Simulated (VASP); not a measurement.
# Ni (I4_1/amd) in VASP: a series of runs

Runs on Ni. Level: PBE. Tasks: single point, relaxation of cell and atoms.

All numbers are computed with VASP 6.6.1; they aren't measurements. Logs are shortened: lines on timing, memory, paths and dates and some standing lists are left out, and cuts for length are marked.

**1. The structure**

Symmetry: I4_1/amd, No. 141, tetragonal system. Conventional cell: a = 4.305 Å, b = 4.305 Å, c = 2.348 Å, α = 90.00°, β = 90.00°, γ = 90.00°. Ni (site symmetry -4m2) is surrounded by 6 Ni at 2.23 to 2.35 Å.

The cell was built by a generator and needn't be a form met in nature.

**2. Single point, PBE, collinear spin, typed start**

INCAR reads:

```
  ALGO = Normal
  EDIFF = 1E-7
  ENCUT = 520
  GGA = PE
  ISIF = 2
  ISMEAR = 0
  ISPIN = 2
  LASPH = True
  LCHARG = False
  LMAXMIX = 4
  LORBIT = 11
  LREAL = False
  LWAVE = False
  MAGMOM = 2 2
  NBANDS = 21
  NELM = 150
  PREC = Accurate
  SIGMA = 0.1
```

KPOINTS reads:

```
k-points
0
Gamma
  8 8 8
```

POSCAR reads:

```
Ni
1.0
   -2.1523410896      2.1523410896      1.1741417954
    2.1523410896     -2.1523410896      1.1741417954
    2.1523410896      2.1523410896     -1.1741417954
Ni
2
Direct
    0.0000000000      0.0000000000      0.0000000000
    0.7500000000      0.2500000000      0.5000000000
```

Potentials or basis: VASP PAW PBE potentials, release 64 (Ni).

On the command line:

```bash
$ cat potpaw_PBE.64/Ni/POTCAR > POTCAR
$ mpirun -np 1 vasp_std > vasp.out
```

OUTCAR:

```text
EDIFF = 1E-7
   ENCUT = 520
   GGA = PE
   ISIF = 2
   ISMEAR = 0
   ISPIN = 2
   LASPH = True
   LORBIT = 11
   LREAL = False
   NELM = 150
   PREC = Accurate

 ion  position               nearest neighbor table
   1  0.000  0.000  0.000-   2 2.23   2 2.23   2 2.23   2 2.23   2 2.78   2 2.78   2 2.78   2 2.78

   2  0.750  0.250  0.500-   1 2.23   1 2.23   1 2.23   1 2.23   1 2.78   1 2.78   1 2.78   1 2.78

  LATTYP: Found a body centered tetragonal cell.
 ALAT       =     4.3046821792
 C/A-ratio  =     0.5455184594

  Lattice vectors:

 A1 = (  -2.1523410896,   2.1523410896,   1.1741417954)
 A2 = (   2.1523410896,  -2.1523410896,   1.1741417954)
 A3 = (   2.1523410896,   2.1523410896,  -1.1741417954)

Analysis of symmetry for initial positions (statically):
=====================================================================
 Subroutine PRICEL returns:
 Original cell was already a primitive cell.

 Routine SETGRP: Setting up the symmetry group for a
 body centered tetragonal supercell.

 Subroutine GETGRP returns: Found 16 space group operations
 (whereof  8 operations were pure point group operations)
 out of a pool of 16 trial point group operations.

The static configuration has the point symmetry D_2d.
 The point group associated with its full space group is D_4h.

Analysis of symmetry for dynamics (positions and initial velocities):
=====================================================================
 Subroutine PRICEL returns:
 Original cell was already a primitive cell.

 Routine SETGRP: Setting up the symmetry group for a
 body centered tetragonal supercell.

 Subroutine GETGRP returns: Found 16 space group operations
 (whereof  8 operations were pure point group operations)
 out of a pool of 16 trial point group operations.

The dynamic configuration has the point symmetry D_2d.
 The point group associated with its full space group is D_4h.

Analysis of structural, dynamic, and magnetic symmetry:
=====================================================================
 Subroutine PRICEL returns:
 Original cell was already a primitive cell.

 Routine SETGRP: Setting up the symmetry group for a
 body centered tetragonal supercell.

 Subroutine GETGRP returns: Found 16 space group operations
 (whereof  8 operations were pure point group operations)
 out of a pool of 16 trial point group operations.

The overall configuration has the point symmetry D_2d.
 The point group associated with its full space group is D_4h.

 Subroutine INISYM returns: Found 16 space group operations
 (whereof  8 operations are pure point group operations),
 and found     1 'primitive' translations

----------------------------------------------------------------------------------------

                                     Primitive cell

  volume of cell :      21.7572

  direct lattice vectors                    reciprocal lattice vectors
    -2.152341090  2.152341090  1.174141795     0.000000000  0.232305187  0.425842945
     2.152341090 -2.152341090  1.174141795     0.232305187  0.000000000  0.425842945
     2.152341090  2.152341090 -1.174141795     0.232305187  0.232305187  0.000000000

  length of vectors
     3.262476557  3.262476557  3.262476557     0.485085471  0.485085471  0.328529147

  position of ions in fractional coordinates (direct lattice)
     0.000000000  0.000000000  0.000000000
     0.750000000  0.250000000  0.500000000

  ion indices of the primitive-cell ions
   primitive index   ion index
                 1           1
                 2           2

----------------------------------------------------------------------------------------

 KPOINTS: k-points

Automatic generation of k-mesh.
 Grid dimensions read from file:
 generate k-points for:    8    8    8

 Generating k-lattice:

  Cartesian coordinates                     Fractional coordinates (reciprocal lattice)
     0.000000000  0.029038148  0.053230368     0.125000000  0.000000000  0.000000000
     0.029038148  0.000000000  0.053230368     0.000000000  0.125000000  0.000000000
     0.029038148  0.029038148  0.000000000     0.000000000  0.000000000  0.125000000

  Length of vectors
     0.060635684  0.060635684  0.041066143

  Shift w.r.t. Gamma in fractional coordinates (k-lattice)
     0.000000000  0.000000000  0.000000000

 Subroutine IBZKPT returns following result:
 ===========================================

 Found     59 irreducible k-points:

 Following reciprocal coordinates:
            Coordinates               Weight
  0.000000  0.000000  0.000000      1.000000
  0.125000  0.000000 -0.000000      8.000000
  0.250000  0.000000 -0.000000      8.000000
  0.375000  0.000000 -0.000000      8.000000
  0.500000  0.000000 -0.000000      4.000000
  0.125000  0.125000 -0.000000      8.000000
[... 16 lines left out ...]
  0.250000  0.125000  0.125000     16.000000
  0.375000  0.125000  0.125000      8.000000
 [... further k-points ...]
   k-points           NKPTS =     59   k-points in BZ     NKDIM =     59   number of bands    NBANDS=     21
   number of dos      NEDOS =    301   number of ions     NIONS =      2
   total plane-waves  NPLWV =  13824
   dimension x,y,z NGX =    24 NGY =   24 NGZ =   24
   dimension x,y,z NGXF=    48 NGYF=   48 NGZF=   48
   ions per type =               2
   NGX,Y,Z   is equivalent  to a cutoff of  12.23, 12.23, 12.23 a.u.
   NGXF,Y,Z  is equivalent  to a cutoff of  24.46, 24.46, 24.46 a.u.
 SYSTEM =  unknown system
   PREC   = accura    normal or accurate (medium, high low for compatibility)
   ISTART =      0    job   : 0-new  1-cont  2-samecut
   ICHARG =      2    charge: 1-file 2-atom 10-const
   ISPIN  =      2    spin polarized calculation?
   LNONCOLLINEAR =      F non collinear calculations
   LSORBIT =      F    spin-orbit coupling
   LASPH  =      T    aspherical Exc in radial PAW
   ENCUT  =  520.0 eV  38.22 Ry    6.18 a.u.   6.07  6.07  6.07*2*pi/ulx,y,z
   NELM   =    150;   NELMIN=  2; NELMDL= -5     # of ELM steps
   EDIFF  = 0.1E-06   stopping-criterion for ELM
   LREAL  =      F    real-space projection
   EDIFFG = 0.1E-05   stopping-criterion for IOM
   NSW    =      0    number of steps for IOM
   IBRION =     -1    ionic relax: 0-MD 1-quasi-New 2-CG
   NFREE  =      0    steps in history (QN), initial steepest desc. (CG)
   ISIF   =      2    stress and relaxation
   ISYM   =      2    0-nonsym 1-usesym 2-fastsym
   POTIM  = 0.5000    time-step for ionic-motion
   TEBEG  =    0.0;   TEEND  =   0.0 temperature during run
   PSTRESS=    0.0 pullay stress
   NELECT =      20.0000    total number of electrons
   NUPDOWN=      -1.0000    fix difference up-down
   EMIN   =  10.00;   EMAX   =-10.00  energy-range for DOS
   EFERMI =   0.00;   METHOD = LEGACY
   ISMEAR =     0;   SIGMA  =   0.10  broadening in eV -4-tet -1-fermi 0-gaus
   EFERMI_NEDOS =   21; number of points for ismear=-14 and -15
   IALGO  =     38    algorithm
   IMIX   =      4    mixing-type and parameters
     AMIX     =   0.40;   BMIX     =  1.00
     AMIX_MAG =   1.60;   BMIX_MAG =  1.00
  volume/ion in A,a.u.               =      10.88        73.41
  Fermi-wavevector in a.u.,A,eV,Ry     =   1.591783  3.008034 34.474085  2.533774
  Thomas-Fermi vector in A             =   2.690270
   LORBIT       =     11    0 simple, 1 ext, 2 COOP (PROOUT), +10 PAW based schemes
   GGA     = PE    functional components
   LHFCALC =     F    Hartree Fock is set to
   AEXX    =    0.0000 exact exchange contribution
   IVDW    =     0    specifies the selected vdW correction
   LEPSILON=     F    determine dielectric tensor
   LRPA    =     F    only Hartree local field effects (RPA)
 spin polarized calculation
 Gauss-broadening in eV      SIGMA  =   0.10
  energy-cutoff  :      520.00
  volume of cell :       21.76
 maximum number of plane-waves:       604
   NGX = 13   NGY = 13   NGZ = 13

 number of electron      19.9999999 magnetization       1.1197030

 Free energy of the ion-electron system (eV)
  ---------------------------------------------------
  ext. energy  EPLUGINS =         0.00000000
  ---------------------------------------------------
  free energy    TOTEN  =        -9.91483351 eV

  energy without entropy =       -9.89843736  energy(sigma->0) =       -9.90663544

 E-fermi :   9.4089     XC(G=0): -13.1921

 val. band max:        9.4021733467   @ k =   0.3750   0.3750   0.1250
 cond. band min:       9.4132477075   @ k =   0.5000   0.3750  -0.0000
 fundamental gap:      0.0110743608
 Fermi energy:         9.4088934569

 spin component 1

 k-point     1 :       0.0000    0.0000    0.0000
  band No.  band energies     occupation
      1       0.4382      1.00000
      2       4.6395      1.00000
      3       5.5119      1.00000
      4       5.8816      1.00000
      5       6.2933      1.00000
      6       8.2097      1.00000
[... 13 lines left out ...]
     20      36.4070      0.00000
     21      36.6130      0.00000
[... 529 lines left out ...]
 k-point    24 :       0.3750    0.1250    0.1250
  band No.  band energies     occupation
      1       5.0100      1.00000
      2       5.0720      1.00000
      3       5.6938      1.00000
      4       6.4525      1.00000
      5       6.5980      1.00000
      6       7.7002      1.00000
[... 13 lines left out ...]
     20      32.4901      0.00000
     21      34.9839      0.00000

 [... further k-points ...]

 spin component 2

 k-point     1 :       0.0000    0.0000    0.0000
  band No.  band energies     occupation
      1       0.4386      1.00000
      2       4.9892      1.00000
      3       6.1251      1.00000
      4       6.4679      1.00000
      5       6.9447      1.00000
      6       8.7706      1.00000
[... 13 lines left out ...]
     20      36.4124      0.00000
     21      36.6553      0.00000
[... 529 lines left out ...]
 k-point    24 :       0.3750    0.1250    0.1250
  band No.  band energies     occupation
      1       5.3647      1.00000
      2       5.4765      1.00000
      3       6.1176      1.00000
      4       6.8840      1.00000
      5       7.1607      1.00000
      6       8.2415      1.00000
[... 13 lines left out ...]
     20      32.4911      0.00000
     21      35.0165      0.00000

 [... further k-points ...]
[... 5 lines left out ...]
  --------------------------------------------------------------------------------------
  -------------------------------------------------------------------------------------
  Total        2.6617889      2.6617889      2.5328226      0.0000000      0.0000000      0.0000000
  in kB      196.0114586    196.0114586    186.5145091      0.0000000      0.0000000      0.0000000
  external PRESSURE =     192.8458088 kB  Pullay stress =       0.0000000 kB

 VOLUME and BASIS-vectors are now :
 -----------------------------------------------------------------------------
  energy-cutoff  :      520.00
  volume of cell :       21.76
      direct lattice vectors                 reciprocal lattice vectors
    -2.152341090  2.152341090  1.174141795     0.000000000  0.232305187  0.425842945
     2.152341090 -2.152341090  1.174141795     0.232305187  0.000000000  0.425842945
     2.152341090  2.152341090 -1.174141795     0.232305187  0.232305187  0.000000000

 POSITION                                       TOTAL-FORCE (eV/Angst)
 -----------------------------------------------------------------------------------
      0.00000      0.00000      0.00000        -0.000000      0.000000      0.000000
      0.00000      2.15234      0.58707         0.000000     -0.000000     -0.000000
 -----------------------------------------------------------------------------------
    total drift:                                0.000000      0.000000     -0.000000

  FREE ENERGIE OF THE ION-ELECTRON SYSTEM (eV)
  ---------------------------------------------------
  free  energy   TOTEN  =        -9.9148335062 eV

  energy  without entropy=       -9.8984373643  energy(sigma->0) =       -9.90663544

 total charge

# of ion       s       p       d       tot
------------------------------------------
    1        0.536   0.502   8.392   9.430
    2        0.536   0.502   8.392   9.430
--------------------------------------------------
tot          1.073   1.004  16.783  18.860

 magnetization (x)

# of ion       s       p       d       tot
------------------------------------------
    1       -0.006  -0.012   0.580   0.561
    2       -0.006  -0.012   0.580   0.561
--------------------------------------------------
tot         -0.013  -0.025   1.160   1.122
```

Wall time 30 s (1 thread of Intel Xeon Platinum 8488C (Sapphire Rapids), shared host); peak memory 0.16 GiB.

What came out:

- Free energy: -9.9148 eV
- Pressure: 19.3 GPa
- Band gap on the k mesh: none (metal or under the smearing width)
- Net moment: 1.12 μB per cell
- Site moments: Ni +0.56 μB
- Valence electrons inside the program's atomic spheres: Ni 9.43

Stress tensor (GPa, compression positive):
```
19.60  0.00  0.00
 0.00 19.60  0.00
 0.00  0.00 18.65
```

Levels at points of the mesh, in eV from the Fermi level:
Spin up:
```tsv
k point	band 7	band 8	band 9	band 10	band 11	band 12	band 13	band 14	band 15	band 16
(0.00, 0.00, 0.00)	-1.20	-1.16	-1.16	-0.25	0.21	6.55	6.55	12.97	14.21	22.81
(0.50, 0.00, 0.00)	-1.53	-1.01	-0.59	-0.50	1.30	4.67	8.19	8.68	12.87	13.22
(0.50, 0.50, 0.00)	-1.41	-1.41	-0.76	-0.76	-0.50	-0.50	12.91	12.91	15.55	15.55
(0.50, 0.50, 0.50)	-1.16	-1.16	-1.01	-1.01	-0.99	-0.99	4.73	4.73	20.61	20.61
```
Spin down:
```csv
k point,band 7,band 8,band 9,band 10,band 11,band 12
"(0.00, 0.00, 0.00)",-0.64,-0.59,-0.59,0.34,1.00,6.57
"(0.50, 0.00, 0.00)",-1.15,-0.47,0.10,0.19,1.74,5.02
"(0.50, 0.50, 0.00)",-0.92,-0.92,-0.16,-0.16,0.07,0.07
"(0.50, 0.50, 0.50)",-0.92,-0.92,-0.47,-0.47,-0.44,-0.44
```

Caveat: the k mesh is coarse (spacing up to 0.38 Å⁻¹), so the values aren't converged; so large a pressure means that the cell lies far from this level's equilibrium, or that cutoff or potentials fall short.

[end of part 1 of 2]
